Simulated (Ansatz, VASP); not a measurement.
**HfB in VASP and in Ansatz**

INCAR

```
  PREC = Accurate
  ENCUT = 520
  EDIFF = 1E-8
  ISMEAR = -1
  SIGMA = 0.03
  LREAL = F
  LASPH = T
  NELM = 80
  ALGO = Normal
  ISIF = 2
  LWAVE = F
  LCHARG = F
  GGA = PE
  LEFG = T
  NBANDS = 14
```

Contents of KPOINTS:

```
regular mesh
0
Gamma
  12 12 12
```

File POSCAR:

```
HfB
1.0
    0.0000000000      2.3331000000      2.3100000000
    2.3331000000      0.0000000000      2.3100000000
    2.3331000000      2.3331000000      0.0000000000
Hf B
1 1
Direct
    0.5000000000      0.5000000000      0.5000000000
    0.0000000000      0.0000000000      0.0000000000
```

Input for Ansatz:

```yaml
crystal:
  lattice:
    - [0.0, 2.3331, 2.31]
    - [2.3331, 0.0, 2.31]
    - [2.3331, 2.3331, 0.0]
  atoms:
    - { symbol: Hf, position: [0.5, 0.5, 0.5] }
    - { symbol: B, position: [0.0, 0.0, 0.0] }
kpoints:
  mp_grid: { grid: [12, 12, 12] }
scf:
  occupations: { method: fermi_dirac, width: 0.03 }
hamiltonian:
  xc: pbe
  pseudopotentials: { kind: paw }
output:
  forces: true
  stress: true
  eigenvalues: true
  efg: { contact_densities: true }
```

Change from the starting cell: x and y stretched by +1 %, z held, PAW files.

Alike in both runs: task electric field gradients; functional PBE; k mesh 12 × 12 × 12; occupations fermi-dirac, width 0.03 eV; no spin polarisation.

|  | VASP | Ansatz |
| --- | --- | --- |
| version | VASP 6.6.1 | Ansatz 0.2.0 |
| potentials or method | VASP PAW PBE potentials, release 64 (Hf_pv, B) | PAW with Ansatz's default frozen-core files, scalar-relativistic |
| plane-wave cutoff (eV) | 520 | 420 |
| valence electrons in the cell | 13 | 29 |

|  | VASP | Ansatz | Ansatz less VASP |
| --- | --- | --- | --- |
| pressure (GPa) | 25.3 | 24.6 | -0.73 |
| largest component of the traceless stress (GPa) | 3.39 | 3.34 | -0.046 |
| Vzz of the field gradient on the site that differs most (V/Å²) | -15.7 | -19.1 | -3.40 |

The functional is the same, so the differences come from potentials, cutoffs and numerics. The two sets of potentials don't hold the same shells in valence. Ansatz warned: «gradients_without_spin_orbit».

Caveats: so large a pressure means that the cell lies far from this level's equilibrium, or that cutoff or potentials fall short (VASP). Spin-orbit coupling is left out, which matters for the levels of Hf.
